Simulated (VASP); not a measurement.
# Al2O3 (Corundum): O into a neighbouring O vacancy, part 3 of 6

How hard is this move in Al2O3 (Corundum): O into a neighbouring O vacancy? Both ends are relaxed first, then a band of images between them. The start is a cell from a database of measured crystal structures.

VASP 6.6.1; PBEsol; plane waves and PAW (Al, O).

So far. Step 2 (Relax the host): The run ended after 5 ionic steps, 0.005 eV below its first step, once forces and stress met EDIFFG = -0.03.

## 3. Relax the start (continued)

Relaxation path:

```csv
step,energy less that of the first step (eV),largest force (eV/Å)
1,0.0000,4.8387
2,-2.3385,2.4595
3,-2.3869,2.0296
4,-2.6953,1.5617
5,-2.7034,1.2552
6,-2.8323,0.4443
7,-2.8393,0.5210
8,-2.8893,0.2181
9,-2.8915,0.2983
10,-2.9074,0.2203
11,-2.9077,0.2776
12,-2.9149,0.0852
13,-2.9149,0.0993
14,-2.9180,0.0585
15,-2.9180,0.0634
16,-2.9192,0.0374
```

The atoms that moved most (Å):

```csv
atom,dx,dy,dz,length
Al11,-0.152,0.199,0.123,0.279
Al13,0.220,0.024,-0.126,0.254
Al8,-0.062,-0.115,-0.135,0.188
Al4,-0.047,-0.105,0.096,0.150
O38,0.030,-0.101,-0.065,0.124
O25,0.110,0.044,0.010,0.119
O35,-0.102,-0.039,0.016,0.110
O22,0.028,0.105,-0.013,0.109
```

The relaxed structure:

```
Al O
1.0
    -4.77402   -2.75628    4.33794
     4.77402   -2.75628    4.33794
     0.00000    5.51256    4.33794
Al O
16 23
Cartesian
  -0.0827 0.0170 11.0665
  0.0146 2.7541 6.7561
  2.4016 -1.3695 6.7659
  -2.4281 -1.4823 6.8578
  0.0035 0.0164 8.4087
  -0.0068 2.7659 4.0822
  2.4454 -1.4420 4.1083
  -2.4545 -1.4672 3.9796
  -0.0109 -0.0022 1.8630
  0.0131 -2.7361 6.2483
  -2.4970 1.5546 6.3785
  2.3853 1.3536 6.2705
  0.2093 -0.0086 4.4589
  0.0138 -2.7367 8.9267
  -2.3810 1.3655 8.9735
  2.3697 1.3633 8.9043
  3.1354 -0.1250 5.4179
  0.7216 4.0040 5.4184
  0.7136 1.2736 9.7567
  0.7304 1.4697 5.3924
  0.7384 -1.2524 9.7490
  -1.6513 -2.5337 5.4003
  3.1212 -2.6542 5.4216
  0.9352 -1.3660 5.4268
  -3.7533 -1.3194 5.4374
  -1.4700 -0.0045 9.7534
  -1.4777 2.7444 5.4452
  1.6567 0.1106 7.5871
  -3.0794 0.1022 7.5294
  -0.7121 -3.9926 7.5875
  -0.7565 -1.2391 3.3077
  -0.7361 -1.4491 7.5363
  -0.7084 1.2277 3.2921
  1.6561 2.6300 7.5870
  -3.2215 2.6167 7.6320
  -0.9671 1.3774 7.5455
  3.8389 1.3690 7.5884
  1.4926 -0.1045 3.2054
  1.5026 -2.7420 7.6393
```

Numbers from this step:

- electronic cycles: 110
- electrons: 184
- free energy (TOTEN): -320.4043 eV
- Fermi energy: 6.101 eV
- gap on the k-mesh: 3.151 eV
- least direct gap on the k-mesh: 3.151 eV

The run ended after 16 ionic steps, 2.919 eV below its first step, once the forces on the free atoms met EDIFFG = -0.05.

## 4. Relax the end

The end state is relaxed in the same way, so that both ends share their errors.

This cell carries charge +2, set by NELECT and balanced by a uniform background.

Input file INCAR:

```
SYSTEM = Al16O23
PREC = Normal
ENCUT = 400
EDIFF = 1E-05
NELM = 120
ISMEAR = 0
SIGMA = 0.05
LREAL = Auto
ALGO = Fast
GGA = PS
NELECT = 184
NBANDS = 120
LORBIT = 11
LWAVE = .FALSE.
LCHARG = .FALSE.
KPAR = 6
IBRION = 2
NSW = 60
ISIF = 2
EDIFFG = -0.05
POTIM = 0.4
MAXMIX = 40
ISYM = 0
```

Input file POSCAR:

```
Al16O23
1.0
   -4.7740184546     -2.7562808399      4.3379423294
    4.7740184546     -2.7562808399      4.3379423294
    0.0000000000      5.5125616797      4.3379423294
Al O
16 23
Direct
    0.8533427505      0.8553099322      0.8505753930
    0.3469142455      0.3532985422      0.8445747150
    0.3461409384      0.8487252550      0.3566770670
    0.8526681465      0.3474285532      0.3521851747
    0.6502458829      0.6481259687      0.6479229287
    0.1481889457      0.1464909951      0.6483481508
    0.1486428250      0.6451042082      0.1457131622
    0.6476132532      0.1476405467      0.1435494264
    0.1448769561      0.1509806686      0.1477358559
    0.6470335788      0.6491765803      0.1465781778
    0.6449336041      0.1467146979      0.6468487775
    0.1452927900      0.6487839478      0.6448962253
    0.3569120562      0.3531396575      0.3536089281
    0.8510359745      0.8461112516      0.3491543808
    0.8506043412      0.3505977768      0.8538647555
    0.3541669922      0.8515304087      0.8536886405
    0.0936267181      0.7493261695      0.4080114749
    0.0983626786      0.2488000319      0.9025030365
    0.5971567385      0.7505314390      0.9031138891
    0.2516132877      0.3975326864      0.5982042015
    0.7537106139      0.9017150123      0.6006478801
    0.5944205450      0.2494051712      0.4018763001
    0.2411695624      0.9061187049      0.0974590364
    0.4020577058      0.5929532106      0.2478210256
    0.9050056852      0.0998738111      0.2507742010
    0.9042467719      0.6024392429      0.7435062542
    0.4052236241      0.0926091736      0.7529422513
    0.4058685323      0.7552468284      0.5973145820
    0.9005484153      0.2560920328      0.5950784089
    0.9024129493      0.7466730922      0.0950787635
    0.3997251625      0.2546281128      0.0942816359
    0.7493649097      0.5985466312      0.4009851138
    0.2495431208      0.0942626779      0.4007974370
    0.2506547698      0.5959007253      0.9019058676
    0.7513932746      0.0987116060      0.9033677863
    0.5969014314      0.4013857777      0.7486478293
    0.1005102218      0.9041427953      0.7477388309
    0.1009281426      0.4019800677      0.2487480804
    0.5936181991      0.9011430416      0.2459289731
```

Input file KPOINTS:

```
Automatic mesh
0
Gamma
2 2 2
0 0 0
```

PAW data sets: Al and O (PBE family, release 64).

The run is started by

```
mpirun -np 6 vasp_std
```

Log:

```text
[... set-up lines as in an earlier step ...]
 entering main loop
       N       E                     dE             d eps       ncg     rms          rms(c)
DAV:   1     0.800643848857E+03    0.80064E+03   -0.83202E+04  1928   0.118E+03
DAV:   2    -0.289034506814E+03   -0.10897E+04   -0.10610E+04  2272   0.287E+02
DAV:   3    -0.346043760029E+03   -0.57009E+02   -0.56771E+02  2352   0.709E+01
DAV:   4    -0.346603904022E+03   -0.56014E+00   -0.55900E+00  2320   0.767E+00
DAV:   5    -0.346612083788E+03   -0.81798E-02   -0.81738E-02  2304   0.881E-01BRMIX: very serious problems
 the old and the new charge density differ
 old charge density:   186.00000 new  184.00003
BRMIX: very serious problems
 the old and the new charge density differ
 old charge density:   186.00000 new  184.00003
BRMIX: very serious problems
 the old and the new charge density differ
 old charge density:   186.00000 new  184.00003
BRMIX: very serious problems
 the old and the new charge density differ
 old charge density:   186.00000 new  184.00003
BRMIX: very serious problems
 the old and the new charge density differ
 old charge density:   186.00000 new  184.00003
BRMIX: very serious problems
 the old and the new charge density differ
 old charge density:   186.00000 new  184.00003
    0.316E+01
RMM:   6    -0.317987000975E+03    0.28625E+02   -0.98554E+01  1920   0.249E+01    0.107E+01
RMM:   7    -0.317794138373E+03    0.19286E+00   -0.92979E+00  1920   0.700E+00    0.688E+00
RMM:   8    -0.317570659684E+03    0.22348E+00   -0.11110E+00  1920   0.367E+00    0.103E+00
RMM:   9    -0.317569207122E+03    0.14526E-02   -0.16252E-01  1921   0.111E+00    0.531E-01
RMM:  10    -0.317574533854E+03   -0.53267E-02   -0.10581E-01  1920   0.826E-01    0.470E-01
RMM:  11    -0.317570883979E+03    0.36499E-02   -0.19510E-02  1920   0.388E-01    0.920E-02
RMM:  12    -0.317570932050E+03   -0.48071E-04   -0.24030E-03  1953   0.132E-01    0.628E-02
RMM:  13    -0.317570963585E+03   -0.31535E-04   -0.67368E-04  1923   0.679E-02    0.126E-02
RMM:  14    -0.317570972922E+03   -0.93375E-05   -0.13253E-04  1758   0.264E-02    0.101E-02
RMM:  15    -0.317570974277E+03   -0.13543E-05   -0.25009E-05  1351   0.114E-02
   1 F= -.31757097E+03 E0= -.31757097E+03  d E =-.317571E+03
 curvature:   0.00 expect dE= 0.000E+00 dE for cont linesearch  0.000E+00
 trial: gam= 0.00000 g(F)=  0.504E+01 g(S)=  0.000E+00 ort = 0.000E+00 (trialstep = 0.100E+01)
 search vector abs. value=  0.504E+01
 bond charge predicted
       N       E                     dE             d eps       ncg     rms          rms(c)
DAV:   1    -0.319344388061E+03   -0.17734E+01   -0.35259E+02  1920   0.632E+01    0.359E+00
RMM:   2    -0.320160242829E+03   -0.81585E+00   -0.10789E+01  1920   0.102E+01    0.345E+00
RMM:   3    -0.319969469482E+03    0.19077E+00   -0.73896E-01  1920   0.290E+00    0.228E+00
RMM:   4    -0.319882429717E+03    0.87040E-01   -0.67275E-01  1920   0.223E+00    0.195E+00
RMM:   5    -0.319878542346E+03    0.38874E-02   -0.42096E-02  1920   0.617E-01    0.281E-01
RMM:   6    -0.319880061469E+03   -0.15191E-02   -0.21885E-02  1920   0.389E-01    0.291E-01
RMM:   7    -0.319878765693E+03    0.12958E-02   -0.14475E-02  1920   0.316E-01    0.169E-01
RMM:   8    -0.319878564865E+03    0.20083E-03   -0.15392E-03  1920   0.115E-01    0.140E-01
RMM:   9    -0.319878583404E+03   -0.18539E-04   -0.26317E-04  1920   0.482E-02    0.467E-02
RMM:  10    -0.319878573309E+03    0.10095E-04   -0.13403E-04  1905   0.304E-02    0.149E-02
RMM:  11    -0.319878571322E+03    0.19866E-05   -0.16717E-05  1231   0.113E-02
   2 F= -.31987857E+03 E0= -.31987857E+03  d E =-.230760E+01
[... from here on, the cycles between the ionic steps are left out ...]
   3 F= -.31992454E+03 E0= -.31992454E+03  d E =-.235357E+01
   4 F= -.32020492E+03 E0= -.32020492E+03  d E =-.280381E+00
   5 F= -.32020492E+03 E0= -.32020492E+03  d E =-.280378E+00
   6 F= -.32033055E+03 E0= -.32033055E+03  d E =-.125627E+00
   7 F= -.32033308E+03 E0= -.32033308E+03  d E =-.128163E+00
   8 F= -.32037785E+03 E0= -.32037785E+03  d E =-.447720E-01
   9 F= -.32037890E+03 E0= -.32037890E+03  d E =-.458181E-01
  10 F= -.32039368E+03 E0= -.32039368E+03  d E =-.147831E-01
  11 F= -.32039428E+03 E0= -.32039428E+03  d E =-.153785E-01
  12 F= -.32040012E+03 E0= -.32040012E+03  d E =-.584579E-02
  13 F= -.32040027E+03 E0= -.32040027E+03  d E =-.598803E-02
  14 F= -.32040297E+03 E0= -.32040297E+03  d E =-.270375E-02
  15 F= -.32040299E+03 E0= -.32040299E+03  d E =-.272089E-02
 curvature:  -1.07 expect dE=-0.203E-02 dE for cont linesearch -0.368E-08
 trial: gam= 0.44632 g(F)=  0.189E-02 g(S)=  0.000E+00 ort = 0.509E-05 (trialstep = 0.115E+01)
 search vector abs. value=  0.340E-02
 bond charge predicted
       N       E                     dE             d eps       ncg     rms          rms(c)
DAV:   1    -0.320403351267E+03   -0.36519E-03   -0.62631E-01  1968   0.265E+00    0.120E-01
RMM:   2    -0.320404372014E+03   -0.10207E-02   -0.12167E-02  1920   0.350E-01    0.726E-02
RMM:   3    -0.320404380026E+03   -0.80115E-05   -0.81789E-04  1920   0.970E-02    0.425E-02
RMM:   4    -0.320404379860E+03    0.16624E-06   -0.21873E-04  1920   0.420E-02    0.333E-02
RMM:   5    -0.320404365451E+03    0.14409E-04   -0.47847E-05  1643   0.197E-02    0.202E-02
RMM:   6    -0.320404362464E+03    0.29868E-05   -0.21348E-05  1264   0.116E-02
  16 F= -.32040436E+03 E0= -.32040436E+03  d E =-.137534E-02
 trial-energy change:   -0.001375  1 .order   -0.001353   -0.002170   -0.000535
 step:   1.5249(harm=  1.5249)  dis= 0.00312  next Energy=  -320.404427 (dE=-0.144E-02)
 reached required accuracy - stopping structural energy minimisation
```

It took 2.6 min on 6 MPI ranks of Intel Xeon 6975P-C (Granite Rapids), shared host; peak memory 2.1 GiB; 14 min of CPU time.

Parts of OUTCAR (step 4):

```text
NELECT = 184

 ion  position               nearest neighbor table
   1  0.853  0.855  0.851-  35 1.85  30 1.87  37 1.87  21 1.93  26 1.98  19 1.99   5 2.66  11 2.79
                            12 2.79  10 2.81   6 3.20   8 3.20   7 3.24
   2  0.347  0.353  0.845-  34 1.85  36 1.88  31 1.89  20 1.89  18 1.94  27 1.99   6 2.61  12 2.77
                            11 2.80   9 2.82   7 3.22   5 3.24   8 3.27
   3  0.346  0.849  0.357-  28 1.83  33 1.84  39 1.90  17 1.95  24 2.00  23 2.01   7 2.66  12 2.74
                            10 2.83   9 2.84   6 3.20   5 3.24   8 3.29
   4  0.853  0.347  0.352-  29 1.82  38 1.89  32 1.90  25 1.93  22 1.98   8 2.66   9 2.76  11 2.79
                            10 2.84   6 3.22   7 3.24   5 3.25
   5  0.650  0.648  0.648-  32 1.87  28 1.87  36 1.87  26 1.95  21 1.97  19 1.98   1 2.66  14 2.78
                            15 2.80  16 2.80   3 3.24   2 3.24   4 3.25
   6  0.148  0.146  0.648-  37 1.83  33 1.88  29 1.90  20 1.95  18 1.97  27 2.00   2 2.61  16 2.81
                            15 2.81  13 2.82   1 3.20   3 3.20   4 3.22
   7  0.149  0.645  0.146-  38 1.85  34 1.85  30 1.87  24 1.96  23 1.98  17 2.03   3 2.66  14 2.79
                            16 2.79  13 2.81   2 3.22   1 3.24   4 3.24
   8  0.648  0.148  0.144-  35 1.83  39 1.88  31 1.89  22 2.00  25 2.00   4 2.66  15 2.76  13 2.80
                            14 2.83   1 3.20   2 3.27   3 3.29
   9  0.145  0.151  0.148-  25 1.83  18 1.85  23 1.85  38 1.94  33 1.97  31 1.98  13 2.69   4 2.76
                             2 2.82   3 2.84  15 3.20  16 3.25  14 3.25
  10  0.647  0.649  0.147-  19 1.85  24 1.87  39 1.95  30 1.96  32 1.97  14 2.62   1 2.81   3 2.83
                             4 2.84  16 3.20  13 3.21  15 3.23
  11  0.645  0.147  0.647-  27 1.84  22 1.86  21 1.87  36 1.97  35 2.00  29 2.00  15 2.67   1 2.79
                             4 2.79   2 2.80  13 3.19  16 3.21  14 3.26
  12  0.145  0.649  0.645-  17 1.81  26 1.82  20 1.90  37 1.98  34 2.00  28 2.02  16 2.69   3 2.74
                             2 2.77   1 2.79  14 3.20  13 3.23  15 3.25
  13  0.357  0.353  0.354-  22 1.81  24 1.83  20 1.86  38 1.99  31 1.99  33 2.01   9 2.69   8 2.80
                             7 2.81   6 2.82  11 3.19  10 3.21  12 3.23
  14  0.851  0.846  0.349-  17 1.85  21 1.90  25 1.92  32 1.93  30 1.96  39 2.00  10 2.62   5 2.78
                             7 2.79   8 2.83  12 3.20   9 3.25  11 3.26
  15  0.851  0.351  0.854-  18 1.87  26 1.93  35 1.94  36 1.97  29 1.98  11 2.67   8 2.76   5 2.80
                             6 2.81   9 3.20  10 3.23  12 3.25
  16  0.354  0.852  0.854-  27 1.83  19 1.84  23 1.88  28 1.97  37 1.98  34 1.98  12 2.69   7 2.79
                             5 2.80   6 2.81  10 3.20  11 3.21   9 3.25
  17  0.094  0.749  0.408-  12 1.81  14 1.85   3 1.95   7 2.03
  18  0.098  0.249  0.903-   9 1.85  15 1.87   2 1.94   6 1.97
  19  0.597  0.751  0.903-  16 1.84  10 1.85   5 1.98   1 1.99
  20  0.252  0.398  0.598-  13 1.86   2 1.89  12 1.90   6 1.95
  21  0.754  0.902  0.601-  11 1.87  14 1.90   1 1.93   5 1.97
  22  0.594  0.249  0.402-  13 1.81  11 1.86   4 1.98   8 2.00
  23  0.241  0.906  0.097-   9 1.85  16 1.88   7 1.98   3 2.01
[...]
38  0.101  0.402  0.249-   7 1.85   4 1.89   9 1.94  13 1.99
  39  0.594  0.901  0.246-   8 1.88   3 1.90  10 1.95  14 2.00

 Found      8 irreducible k-points:

 E-fermi :   6.0981

 k-point     1 :       0.0000    0.0000    0.0000
  band No.  band energies     occupation
    ...
     88       5.5288      2.00000
     89       5.5305      2.00000
     90       5.6830      2.00000
     91       5.6991      2.00000
     92       5.7799      2.00000
     93       8.9321      0.00000
     94      12.4831      0.00000
     95      13.2740      0.00000
     96      13.8246      0.00000
     97      14.1976      0.00000
    ...

 k-point     2 :       0.5000    0.0000    0.0000
  band No.  band energies     occupation
    ...
     88       5.3433      2.00000
     89       5.3570      2.00000
     90       5.3905      2.00000
     91       5.6274      2.00000
     92       5.7149      2.00000
     93       9.2359      0.00000
     94      12.9211      0.00000
     95      13.4084      0.00000
     96      13.6723      0.00000
     97      13.8321      0.00000
    ...

  Total      -32.2081386    -31.6950425    -35.2397714     -0.4355855      1.4096432      2.4382962
  in kB     -150.6723720   -148.2720652   -164.8546043     -2.0377054      6.5944291     11.4065540
  external PRESSURE =    -154.5996805 kB  Pullay stress =       0.0000000 kB

 POSITION                                       TOTAL-FORCE (eV/Angst)
 -----------------------------------------------------------------------------------
     -0.00772     -0.01323     11.09156         0.010946      0.001171      0.014877
      0.00201      2.73628      6.76484         0.004874      0.015676     -0.012087
      2.44566     -1.31706      6.72700        -0.010536      0.009383      0.003252
     -2.45480     -1.29199      6.85536         0.005498     -0.013298      0.017677
      0.01424     -0.00022      8.41782        -0.003112     -0.014696     -0.014299
     -0.08275      2.73595      4.10664        -0.014801      0.007881     -0.006994
      2.40107     -1.39115      4.06877        -0.004404      0.009450      0.015452
     -2.42967     -1.27773      3.97730         0.006225      0.000643     -0.016374
      0.01340     -0.02323      1.90834        -0.003767      0.000357      0.002371
      0.20949     -2.75132      6.37620         0.013465      0.009888     -0.001938
     -2.38309      1.38675      6.19982         0.019423      0.008611     -0.014095
      2.36878      1.38986      6.26892         0.006215     -0.017460      0.007702
      0.01116     -0.02315      4.58684         0.008828     -0.010700     -0.001527
     -0.01176     -2.75597      8.97027        -0.009912     -0.018830      0.013561
     -2.49733      1.19783      8.79513        -0.008490     -0.001052      0.000283
      2.38476      1.39915      8.90341         0.010180     -0.013267     -0.012630
      3.12096     -0.10474      5.41381         0.007956      0.009678      0.010934
      0.73680      4.00481      5.42471        -0.008639      0.004543     -0.003186
      0.72990      1.28323      9.78076        -0.024546      0.018984     -0.014827
      0.71282      1.47887      5.41672         0.001920      0.004041     -0.019507
      0.72095     -1.25092      9.75427         0.003940      0.000121      0.004184
     -1.65187     -0.22601      5.43506         0.000424     -0.000670     -0.001486
      3.13475     -2.63455      5.41792         0.004188     -0.006745      0.012004
      0.93497     -1.39267      5.40818         0.008090      0.014791      0.005344
     -3.75375     -1.43974      5.39789         0.000469     -0.005500      0.003268
     -1.47792      0.00857      9.72888        -0.002590      0.033657      0.012741
     -1.47097      2.75710      5.41985        -0.014237     -0.016774     -0.007069
      1.65608      0.12282      7.58635        -0.001698      0.009615      0.009606
     -3.22180      0.13534      7.54171         0.001938     -0.016512     -0.006234
     -0.70845     -3.98767      7.54332        -0.001497      0.009754      0.021885
     -0.73724     -1.31105      3.29945         0.020796     -0.005718      0.003053
     -0.75669     -1.52073      7.52731         0.010050      0.021583      0.003745
     -0.71217      1.23302      3.24770         0.015491     -0.022397      0.003722
      1.65646      2.64152      7.58624        -0.012896      0.015544     -0.006141
     -3.08017      2.64986      7.64342        -0.021070      0.003672     -0.001883
     -0.96763      1.37616      7.62872        -0.008496     -0.008151     -0.019834
      3.83860      1.38386      7.58552        -0.006953     -0.005296     -0.004290
      1.50312     -0.01878      3.19517        -0.009218     -0.013528     -0.003950
      1.49267     -2.65480      7.62956         0.005948     -0.018451      0.002691
 -----------------------------------------------------------------------------------
    total drift:                               -0.008511     -0.016545      0.005797

  FREE ENERGIE OF THE ION-ELECTRON SYSTEM (eV)
  ---------------------------------------------------
  free  energy   TOTEN  =      -320.4043624640 eV

  energy  without entropy=     -320.4043624640  energy(sigma->0) =     -320.40436246

 total charge
# of ion       s       p       d       tot
------------------------------------------
    1        0.304   0.383   0.000   0.686
    2        0.305   0.389   0.000   0.693
    3        0.309   0.402   0.000   0.711
    4        0.327   0.413   0.000   0.740
    5        0.304   0.382   0.000   0.686
    6        0.309   0.402   0.000   0.711
    7        0.305   0.389   0.000   0.693
    8        0.327   0.413   0.000   0.740
    9        0.305   0.388   0.000   0.693
   10        0.329   0.412   0.000   0.740
   11        0.305   0.380   0.000   0.686
   12        0.306   0.393   0.000   0.699
   13        0.305   0.388   0.000   0.693
   14        0.305   0.381   0.000   0.686
   15        0.329   0.412   0.000   0.741
   16        0.306   0.393   0.000   0.699
   17        1.567   3.632   0.000   5.199
   18        1.568   3.623   0.000   5.190
   19        1.568   3.611   0.000   5.179
   20        1.566   3.619   0.000   5.185
   21        1.566   3.628   0.000   5.194
   22        1.568   3.597   0.000   5.165
   23        1.566   3.619   0.000   5.185
   24        1.568   3.622   0.000   5.190
   25        1.568   3.597   0.000   5.164
   26        1.568   3.611   0.000   5.178
   27        1.567   3.632   0.000   5.199
   28        1.566   3.630   0.000   5.196
   29        1.572   3.678   0.000   5.250
   30        1.568   3.604   0.000   5.172
   31        1.567   3.615   0.000   5.183
   32        1.568   3.593   0.000   5.161
   33        1.567   3.631   0.000   5.198
   34        1.566   3.635   0.000   5.202
   35        1.568   3.593   0.000   5.161
   36        1.568   3.604   0.000   5.172
   37        1.566   3.630   0.000   5.196
   38        1.567   3.615   0.000   5.183
   39        1.572   3.678   0.000   5.250
--------------------------------------------------
tot         41.035  89.613   0.000 130.648

[... 6 parts as in an earlier step ...]

[... 5 further parts left out ...]
```

(Continued in part 4 of 6.)

[Lines on the potential files, build, host, timing and source positions are cut from VASP's logs without a mark.]

[Logs are printed without paths, hosts, clocks, repeated set-up lines and the standing remarks that a program may print on its own settings, such as how far it seeks lower states.]

[Hosts, paths, dates, database ids (printed as entryN), source tags and the programs' standing remarks are cut or masked in the printed files.]

[Runs that stopped without an error message from VASP are left out.]
